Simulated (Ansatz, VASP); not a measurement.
**One calculation of Mo, two programs**

INCAR

```
SYSTEM = Mo
  PREC = Accurate
  ENCUT = 520
  EDIFF = 1E-7
  ISMEAR = 0
  SIGMA = 0.15
  LREAL = .False.
  LASPH = .True.
  NELM = 100
  ALGO = Fast
  ISIF = 2
  LWAVE = .False.
  LCHARG = .False.
  GGA = PS
  NBANDS = 13
```

File KPOINTS:

```
Automatic mesh
0
Gamma
  24 24 24
  0 0 0
```

The input POSCAR:

```
Mo
1.0
   -1.7066507299      1.7066507299      1.3311875693
    1.7066507299     -1.7066507299      1.3311875693
    1.7066507299      1.7066507299     -1.3311875693
Mo
1
Direct
    0.0000000000      0.0000000000      0.0000000000
```

Input for Ansatz:

```yaml
crystal:
  lattice:
    - [-1.7066507299, 1.7066507299, 1.3311875693]
    - [1.7066507299, -1.7066507299, 1.3311875693]
    - [1.7066507299, 1.7066507299, -1.3311875693]
  atoms:
    - { symbol: Mo, position: [0.0, 0.0, 0.0] }
basis:
  ecutwfc: 420
kpoints:
  mp_grid: { grid: [24, 24, 24] }
hamiltonian:
  xc: pbesol
scf:
  occupations: { method: gaussian, width: 0.15 }
output:
  forces: true
  stress: true
  eigenvalues: true
```

Alike in both runs: task single point; functional PBEsol; k mesh 24 × 24 × 24; occupations gaussian, width 0.15 eV; no spin polarisation.

|  | VASP | Ansatz |
| --- | --- | --- |
| version | VASP 6.6.1 | Ansatz 0.2.0 |
| potentials or method | VASP PAW PBE potentials, release 64 (Mo_sv) | scalar-relativistic, plane waves, PAW |
| plane-wave cutoff (eV) | 520 | 420 |
| valence electrons in the cell | 14 | 14 |

|  | VASP | Ansatz | Ansatz less VASP |
| --- | --- | --- | --- |
| gap on the k mesh at the Fermi level (eV) | none | none | - |
| pressure (GPa) | 4.2 | 3.6 | -0.56 |
| largest component of the traceless stress (GPa) | 19.44 | 19.38 | -0.065 |

A gap of «none» marks a metal or a gap that the smearing closes.

Caveats: the PAW data sets were made with another functional, which shifts forces and pressure a little (VASP).
